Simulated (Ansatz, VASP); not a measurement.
## ZnS in VASP and in Ansatz

The input INCAR:

```
SYSTEM = ZnS
PREC     = Accurate       ! precision mode
ENCUT    = 520            ! plane-wave cutoff, eV
EDIFF    = 1E-6           ! SCF threshold, eV
ISMEAR   = 0              ! smearing method
SIGMA    = 0.1            ! smearing width, eV
LREAL    = .FALSE.        ! projectors in reciprocal space
LASPH    = .TRUE.         ! aspherical terms in the spheres
NELM     = 100            ! most SCF steps
ALGO     = Normal         ! electronic algorithm
ISIF     = 2              ! what is computed and relaxed
LWAVE    = .FALSE.        ! write WAVECAR
LCHARG   = .FALSE.        ! write CHGCAR
GGA      = PE             ! functional
NBANDS   = 26             ! bands
```

File KPOINTS:

```
regular mesh
0
G
  6 6 4
  0 0 0
```

File POSCAR:

```
ZnS
1.0
    3.8109990000      0.0000000000      0.0000000000
   -1.9054990000      3.3004220000      0.0000000000
    0.0000000000      0.0000000000      6.2340000000
Zn S
2 2
Direct
    0.3333330000      0.6666670000      0.0000000000
    0.6666670000      0.3333330000      0.5000000000
    0.3333330000      0.6666670000      0.3850000000
    0.6666670000      0.3333330000      0.8850000000
```

Input for Ansatz:

```yaml
crystal:
  lattice:
    - [3.810999, 0.0, 0.0]
    - [-1.905499, 3.300422, 0.0]
    - [0.0, 0.0, 6.234]
  atoms:
    - { symbol: Zn, position: [0.333333, 0.666667, 0.0] }
    - { symbol: Zn, position: [0.666667, 0.333333, 0.5] }
    - { symbol: S, position: [0.333333, 0.666667, 0.385] }
    - { symbol: S, position: [0.666667, 0.333333, 0.885] }
basis:
  ecutwfc: 420
kpoints:
  mp_grid: { grid: [6, 6, 4] }
hamiltonian:
  xc: pbe
scf:
  occupations: { method: gaussian, width: 0.1 }
output:
  forces: true
  stress: true
  eigenvalues: true
```

Alike in both runs: task single point; functional PBE; k mesh 6 × 6 × 4; occupations gaussian, width 0.1 eV; no spin polarisation.

```csv
,VASP,Ansatz
version,VASP 6.6.1,Ansatz 0.2.0
potentials or method,"VASP PAW PBE potentials, release 64 (Zn, S)","scalar-relativistic, plane waves, PAW"
plane-wave cutoff (eV),520,420
valence electrons in the cell,36,36
```

Ansatz gave:

| Item | Value |
| --- | --- |
| gap on the k mesh at the Fermi level (eV) | 2.25 |
| least direct gap on the mesh (eV) | 2.25 |
| pressure (GPa) | 2.3 |
| largest component of the traceless stress (GPa) | 1.37 |
| rms of the force components (eV/Å) | 0.185 |

**Question.** Estimate VASP's values.

**Answer.** gap on the k mesh at the Fermi level (eV): 2.25; least direct gap on the mesh (eV): 2.25; pressure (GPa): 2.5; largest component of the traceless stress (GPa): 1.40; rms of the force components (eV/Å): 0.187.

Atom by atom the forces differ by 0.002 eV/Å (rms over components). Ansatz warned: «structure_snapped_to_symmetry».

As with any semilocal functional, this PBE gap is likely too small.
